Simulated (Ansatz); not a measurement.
# W (P-1) in Ansatz: elastic constants with LDA

Aim: the elastic constants of W with LDA.

Everything below comes from runs of Ansatz 0.2.0. Logs are shortened: lines on timing, memory, paths and dates and some standing lists are left out, and cuts for length are marked.

## (1) The cell of the first run

The typed cell holds 1 atom: a = 2.842 Å, b = 2.880 Å, c = 2.890 Å, α = 58.62°, β = 60.90°, γ = 60.62°.

This isn't the form of W at room conditions, which is bcc.

## (2) Elastic constants, LDA (cell strained at random at fixed volume)

input.yaml reads:

```yaml
crystal:
  lattice:
    - [-0.008162, 2.007113, 2.012191]
    - [2.075034, 0.006886, 1.997144]
    - [2.084786, 2.001818, -0.002866]
  atoms:
    - { symbol: W, position: [0.051947, -0.019152, -0.016625] }
kpoints:
  mp_grid: { grid: [8, 8, 8] }
scf:
  occupations: { method: methfessel_paxton, width: 0.2 }
hamiltonian:
  xc: lda
  pseudopotentials: { kind: all_electron, lapw: { basis_error: 0.001 } }
output:
  forces: true
  stress: true
elastic:
  mode: clamped_ion
  stencil: two_point
```

Potentials or basis: all-electron LAPW, scalar-relativistic.

Launch:

```sh
$ ansatz run input.yaml --threads 1 --pin off --max-ram 3072MiB --backend cpu --events-out ev --progress --plain --runs-dir out
```

The program printed:

```text
Warning: RAYON_NUM_THREADS=1 ignored (pool sized by the plan → 1); use --threads N
LAPW: plane waves up to 8.667 Å⁻¹, error target 1.0e-3 eV per atom; small_component_spin mean_spin; W in spheres of 1.370 Å, 44 of its electrons in bands, Dirac shells [] (how accurate: hamiltonian.pseudopotentials.lapw.basis_error, Limitations)
Engine: ansatz 0.2.0, aarch64-unknown-linux-gnu
Pseudopotentials: kind: all_electron
Pseudopotential: W, LAPW, valence charge 44, lapw/all_electron/scalar/gaussian/W, Koelling and Harmon's equation, gaussian nucleus
Functional definition: SPW92
  exchange = slater_x
  correlation = pw_c
Crystal: 1 atoms, lattice volume = 16.731 Å³
Basis set: ecut = 286.220233829919 eV, 171 PW (Γ), exchange–correlation at level 2
Bands: 27, of which v1, the nominal top of the filled ones, is band 22 counted from 1 (21 counted from 0)
Symmetry: 2 space group operations
Space group: P-1 (ITA 2), of the structure as read, at distance tolerance 2.6e-5 Å
k-points: 260 of 512
Non-local potential: W, projectors of the file, none
Initial density: superposition of atomic densities (chi_scale 0.1, normalization cell)
Initial wavefunctions: plane waves of lowest kinetic energy (no species holds an atomic orbital)
Functional: x = slater, c = lda
iter 1 solved again at ethr=2.83e-4 eV; its pass at ethr=1.00e-1 eV (dr2=1.24e-1 eV) is discarded
SCF iter   1: F=—  HF=-438947.114944 eV  |F-HF|=—  |Δ(HF+E_count)|=         —  Δρ=3.54e-2  dr2=1.25e-1  ethr=2.83e-4  ⟨swp⟩=2.9  Hψ=42886  notcnv=0
preconditioner: auto → Kerker (q_TF=auto, 3.205 Å⁻¹)  [metal: Δε(μ)=0.001 eV  Ē_g=31.083 eV  σ=0.200 eV  W_gap=0.01  n_scr=14 (ndim 8)  ℏωp=46.3 eV  f_vac=0.000  D(μ)=1.23/eV (n_scr^D=14)]
SCF iter   2: F=—  HF=-438946.915560 eV  |F-HF|=—  |Δ(HF+E_count)|=   1.99e-1  S|Δr|=    0.00e0  Δρ=1.80e-2  dr2=3.78e-2  ethr=2.83e-4  ⟨swp⟩=2.0  Hψ=20625  notcnv=0
SCF iter   3: F=—  HF=-438946.898554 eV  |F-HF|=—  |Δ(HF+E_count)|=   1.70e-2  S|Δr|=    0.00e0  Δρ=1.11e-2  dr2=1.64e-2  ethr=8.60e-5  ⟨swp⟩=2.0  Hψ=20560  notcnv=0
SCF iter   4: F=—  HF=-438946.892794 eV  |F-HF|=—  |Δ(HF+E_count)|=         —  Δρ=6.42e-3  dr2=6.18e-3  ethr=3.73e-5  ⟨swp⟩=2.0  Hψ=20601  notcnv=0
the basis was enlarged: its passes take 452.0 KiB over the memory plan, 1 of 1 planned eigensolver slots
iter 5 solved again at ethr=1.07e-6 eV; its pass at ethr=1.40e-5 eV (dr2=4.71e-4 eV) is discarded
SCF iter   5: F=—  HF=-438946.892954 eV  |F-HF|=—  |Δ(HF+E_count)|=   1.61e-4  S|Δr|=    0.00e0  Δρ=1.63e-3  dr2=4.70e-4  ethr=1.07e-6  ⟨swp⟩=2.0  Hψ=34364  notcnv=0
SCF iter   6: F=—  HF=-438946.892988 eV  |F-HF|=—  |Δ(HF+E_count)|=   3.32e-5  S|Δr|=    0.00e0  Δρ=4.54e-4  dr2=2.95e-5  ethr=1.07e-6  ⟨swp⟩=2.0  Hψ=20603  notcnv=0
SCF iter   7: F=—  HF=-438946.892985 eV  |F-HF|=—  |Δ(HF+E_count)|=   2.96e-6  S|Δr|=    0.00e0  Δρ=9.74e-5  dr2=1.65e-6  ethr=6.71e-8  ⟨swp⟩=2.0  Hψ=20603  notcnv=0
SCF iter   8: F=—  HF=-438946.892984 eV  |F-HF|=—  |Δ(HF+E_count)|=   4.42e-7  S|Δr|=    0.00e0  Δρ=2.76e-5  dr2=1.07e-7  ethr=3.76e-9  ⟨swp⟩=2.0  Hψ=20603  notcnv=0
SCF iter   9: F=—  HF=-438946.892984 eV  |F-HF|=—  |Δ(HF+E_count)|=   2.32e-8  S|Δr|=    0.00e0  Δρ=7.53e-6  dr2=7.32e-9  ethr=2.42e-10  ⟨swp⟩=2.0  Hψ=20603  notcnv=0
SCF iter  10: F=—  HF=-438946.892984 eV  |F-HF|=—  |Δ(HF+E_count)|=   1.98e-9  S|Δr|=    0.00e0  Δρ=1.91e-6  dr2=3.23e-10  ethr=1.66e-11  ⟨swp⟩=2.0  Hψ=20605  notcnv=0
SCF iter  11: F=—  HF=-438946.892984 eV  |F-HF|=—  |Δ(HF+E_count)|=  4.07e-10  S|Δr|=    0.00e0  Δρ=5.32e-7  dr2=1.93e-11  ethr=6.93e-12 (applied; sched 1.00e-12)  ⟨swp⟩=2.0  Hψ=20603  notcnv=0
SCF iter  12: F=—  HF=-438946.892984 eV  |F-HF|=—  |Δ(HF+E_count)|=   1.11e-9  S|Δr|=    0.00e0  Δρ=6.86e-8  dr2=5.32e-13  ethr=6.93e-12 (applied; sched 1.00e-12)  ⟨swp⟩=2.0  Hψ=20603  notcnv=0
SCF iter  13: F=—  HF=-438946.892984 eV  |F-HF|=—  |Δ(HF+E_count)|=  3.49e-10  S|Δr|=    0.00e0  Δρ=4.12e-8  dr2=1.52e-13  ethr=6.93e-12 (applied; sched 1.00e-12)  ⟨swp⟩=2.0  Hψ=20603  notcnv=0
SCF iter  14: F=-438946.892984 eV  HF=-438946.892984 eV  |F-HF|=1.75e-10  |Δ(HF+E_count)|=   1.11e-9  S|Δr|=    0.00e0  Δρ=2.44e-8  dr2=4.13e-14  ethr=6.93e-12 (applied; sched 1.00e-12)  ⟨swp⟩=2.0  Hψ=20603  notcnv=0
SCF 1 converged in 14 iterations: F = -438946.892984 eV  dr2 = 4.13e-14
Crystal: 1 atoms, lattice volume = 16.697 Å³
Basis set: ecut = 286.60249798614643 eV, 171 PW (Γ), exchange–correlation at level 2
Initial density: handed on by an earlier stage of this run
Initial wavefunctions: plane waves of lowest kinetic energy (no species holds an atomic orbital; no wavefunctions were taken with the density)
iter 1 solved again at ethr=2.08e-8 eV; its pass at ethr=1.00e-1 eV (dr2=9.15e-6 eV) is discarded
SCF iter   1: F=—  HF=-438946.895350 eV  |F-HF|=—  |Δ(HF+E_count)|=         —  Δρ=2.85e-4  dr2=9.02e-6  ethr=2.08e-8  ⟨swp⟩=5.3  Hψ=56935  notcnv=0
[... 169 lines left out ...]
Free energy (F): -438946.892984 eV
Harris-Foulkes:  -438946.892984 eV  (|F-HF|=1.75e-10)
Internal energy: -438946.888353 eV  (E = F + TS)
E sigma→0 (E₀):  -438946.891826 eV
Entropy (-TS):   -0.004631 eV (-4.631 meV/atom)
Fermi energy:    26.661473 eV
Step filling:    the computed levels leave a gap of 0.0041 eV = 0.0 smearing widths at the electron count; against every level under it full and every level over it empty, smearing changes F+E_penalty+E_count by -1.733 meV and its σ→0 estimate by -0.575 meV
--- Per-component energies (eV) ---
  E_band       = -4429.293556
  E_kinetic    = 491461.993264
  E_xc         = -8575.335543
  E_electrostatic = -921833.546074  (all electrons and nuclei)
  E_smearing   = -0.004631  (= −TS)
  E_closure    = 0.000000  (closes the sum)
  E_atoms      = -438934.780873  (free atoms, spherical and without spin; not in F)
  Σ components = -438946.892984   (vs F -438946.892984, Δ=0.00e0)
  Basis errors (estimates in eV, not in F): energy 2.6e-4 per atom: plane waves 2.2e-4 (1.2e-4 summed), levels above the bands 0.0e0, relativity 1.2e-8, radial functions 3.8e-5, core shells 2.6e-8; eigenvalues (radial functions only) 1.9e-6; not estimated: angular momenta, meshes, grids; target (lapw.basis_error) 1.0e-3; muffin-tin radii W 1.370 Å
--- Forces (eV/Å), atoms counted from 1 ---
  atom   1  W      0.00000000     0.00000000     0.00000000
  max |Σ_I F_I| component: 0.00e0 eV/Å
--- Stress (GPa, compression-positive) ---
      -11.501614       0.176736      -1.146201
        0.176736     -21.328086       1.491313
       -1.146201       1.491313     -19.885511
  P = ⅓ Tr σ = -17.5717 GPa (-175.717 kbar)
--- Band table (eV; the first three rows and the last of 260) ---
  k-point 0: bands = ["-390.0017", "-389.9991", "-389.9977", "-205.6164", "-205.6088", "-205.5965", "-205.5932", "-205.5814", "-46.9687", "-10.6781", "-10.6405", "-10.6250", "-1.2163", "-1.2144", "-1.2125", "-1.1993", "-1.1784", "-1.1613", "-1.1600", "17.8155", "25.7467", "26.2129", "26.3234", "28.6887", "29.4608", "39.5438", "43.7575"]
  k-point 1: bands = ["-390.0017", "-389.9991", "-389.9977", "-205.6164", "-205.6088", "-205.5965", "-205.5932", "-205.5814", "-46.9545", "-10.8208", "-10.6764", "-10.6569", "-1.2153", "-1.2129", "-1.2102", "-1.1954", "-1.1822", "-1.1664", "-1.1617", "18.4657", "25.5792", "26.3134", "26.4893", "28.5568", "29.1872", "40.7202", "42.5273"]
  k-point 2: bands = ["-390.0017", "-389.9991", "-389.9977", "-205.6164", "-205.6088", "-205.5965", "-205.5932", "-205.5814", "-46.9199", "-11.2094", "-10.7411", "-10.6974", "-1.2175", "-1.2069", "-1.2054", "-1.1899", "-1.1851", "-1.1803", "-1.1622", "19.9975", "25.1408", "26.3187", "26.7059", "29.1162", "29.2867", "39.7178", "43.2325"]
  k-point 259: bands = ["-390.0017", "-389.9991", "-389.9977", "-205.6164", "-205.6088", "-205.5965", "-205.5932", "-205.5814", "-46.8702", "-11.7290", "-10.8447", "-10.7475", "-1.2227", "-1.2129", "-1.2036", "-1.1903", "-1.1889", "-1.1686", "-1.1626", "21.1737", "25.5131", "26.2179", "27.3872", "31.4025", "31.6376", "36.6073", "39.1223"]
--- Elastic constants: 6 strain directions × 2 members + reference (group order 2) ---
  dense FFT box of the reference and of every strained cell: 16×16×16
  strains applied: 11, 22, 33, 23, 13, 12; error gains: componentwise 1.00 (the most a stress slope's error grows in a printed constant), spectral 1.00 (1 for all six strains in a standard setting)
  C = ∂σ_k/∂η_j (tension-positive GPa; Voigt order 11 22 33 23 13 12):
       202.633    280.925    286.462      3.429     -5.108      0.655
       271.147    -53.271    473.587      2.126    -11.954     -0.510
       278.127    475.011    -44.425      5.326      5.571      2.185
         4.949      3.621      6.822   -229.487     -3.543    -12.228
        -6.208    -13.112      4.510     -3.547   -123.970      9.197
         0.827     -0.336      2.359    -12.213      9.199   -124.307
  reference stress σ⁰ (GPa):     11.502     21.328     19.886     -1.491      1.146     -0.177
  no Pulay correction (none for the plane-wave cutoff is built on LAPW): the batch's stresses and constants are at fixed plane waves
  C* (energy form; C + prestress term) asymmetry max|C*_kj − C*_jk| = 8.509e-2 GPa — a small one proves nothing (zero by symmetry where the batch's group is 432, −43m or m−3m); a large one is finite-difference/SCF noise where every solve meets its electron count
  moduli (Voigt/Reuss/Hill, GPa): K = 241.13/243.88/242.51   G = -157.40/-110.48/-133.94   E = -492.49   ν = 0.838
  mechanically stable: NO (min eigenvalue of sym C = -523.59 GPa)
  where every solve meets its electron count the energy-path curvature estimates C_jj along a normal strain and C_jj − ¼(σ⁰_aa + σ⁰_bb) along a shear (ab), closely only under elastic.basis: deformed
  strain η (Voigt 11):  stress-route row diagonal C_11 = 202.63 GPa, energy-path curvature d²(F+E_count)/dδ²/Ω₀ = 202.59 GPa
         δ    σ_11 (GPa)             F (eV)   n_scf  n_hpsi   n_pw
    -2.000e-3      11.0970     -438946.8953441      10  259433    194
     2.000e-3      11.9075     -438946.8905398      10  259079    194
  strain η (Voigt 22):  stress-route row diagonal C_22 = -53.27 GPa, energy-path curvature d²(F+E_count)/dδ²/Ω₀ = -53.41 GPa
         δ    σ_22 (GPa)             F (eV)   n_scf  n_hpsi   n_pw
    -2.000e-3      21.4359     -438946.8974499      10  259372    194
     2.000e-3      21.2228     -438946.8885409      10  259887    194
  strain η (Voigt 33):  stress-route row diagonal C_33 = -44.42 GPa, energy-path curvature d²(F+E_count)/dδ²/Ω₀ = -44.56 GPa
         δ    σ_33 (GPa)             F (eV)   n_scf  n_hpsi   n_pw
    -2.000e-3      19.9828     -438946.8971472      10  259322    194
     2.000e-3      19.8051     -438946.8888398      10  259893    194
  strain η (Voigt 23):  stress-route row diagonal C_44 = -229.49 GPa, energy-path curvature d²(F+E_count)/dδ²/Ω₀ = -240.09 GPa
         δ    σ_23 (GPa)             F (eV)   n_scf  n_hpsi   n_pw
    -2.000e-3      -1.0196     -438946.8927238      10  258161    194
     2.000e-3      -1.9375     -438946.8933449      10  258159    194
  strain η (Voigt 13):  stress-route row diagonal C_55 = -123.97 GPa, energy-path curvature d²(F+E_count)/dδ²/Ω₀ = -131.86 GPa
         δ    σ_13 (GPa)             F (eV)   n_scf  n_hpsi   n_pw
    -2.000e-3       1.3904     -438946.8932509      10  257960    194
     2.000e-3       0.8945     -438946.8927726      10  257956    194
  strain η (Voigt 12):  stress-route row diagonal C_66 = -124.31 GPa, energy-path curvature d²(F+E_count)/dδ²/Ω₀ = -132.55 GPa
         δ    σ_12 (GPa)             F (eV)   n_scf  n_hpsi   n_pw
    -2.000e-3       0.0719     -438946.8929750       8  216682    194
     2.000e-3      -0.4253     -438946.8930488       9  237280    194
```

Run time: 7.4 min. Hardware: 1 thread of Arm Neoverse V2, shared host; peak memory 0.57 GiB.

Results:

```yaml
Free_energy: -438946.8930 eV
Pressure: -17.6 GPa
Band_gap_on_the_k_mesh: none (metal or under the smearing width)
Voigt_bulk_modulus: 241 GPa
```

Elastic tensor in Voigt notation (GPa, in the Cartesian axes of the cell as first typed):
```
 203  281  286    3   -5    1
 271  -53  474    2  -12   -1
 278  475  -44    5    6    2
   5    4    7 -229   -4  -12
  -6  -13    5   -4 -124    9
   1    0    2  -12    9 -124
```

Caveat: the k mesh is thin for a metal, which can move the energy by tens of meV per atom; a metal's response needs a denser mesh; the cell is more than 3 GPa from zero pressure, which shifts response properties; the elastic tensor has a negative eigenvalue, so either the cell is unstable as it stands or the mesh is too thin; so large a pressure means that the cell lies far from this level's equilibrium, or that cutoff or potentials fall short. The run has no spin-orbit coupling, so splittings on W are missing.
